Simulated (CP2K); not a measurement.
PtS2:

```
Pt S
1.0
     3.54320    0.00000    0.00000
    -1.77160    3.06850    0.00000
     0.00000    0.00000    5.03880
Pt S
1 2
Direct
  0.00000 0.00000 0.00000
  0.66667 0.33333 0.77300
  0.33333 0.66667 0.22700
```

Base run:

- Program: CP2K 2026.2
- Functional: LDA
- Potentials or basis: POTENTIAL_UZH Pt GTH-PBE-q18, S GTH-PBE-q6; TZVP-MOLOPT-PBE-GTH basis
- Density cutoff: 9184 eV
- k mesh: 9 × 9 × 5
- Occupations: fermi-dirac, width 0.05 eV
- Spin: no spin polarisation

Its results: band gap on the k mesh 0.92 eV, indirect (least direct gap 0.97 eV); pressure 6.1 GPa; largest force 1.137 eV/Å.

Question: After a change of settings the same cell gave: band gap on the k mesh 0.99 eV, indirect (least direct gap 1.03 eV); pressure 7.8 GPa; largest force 1.036 eV/Å. Which change was it?
A. functional from LDA to rev-vdW-DF2
B. functional from LDA to PBE
C. functional from LDA to AM05
D. functional from LDA to optB88-vdW

Answer: C.

AM05 binds less tightly than LDA, so the same cell stands under more pressure.

Caveats: the potentials were made for another functional, which shifts forces and pressure; spin-orbit coupling is left out, which moves the levels of the heavy elements; the basis of atomic orbitals isn't converged, which shifts pressures, moduli and gaps.
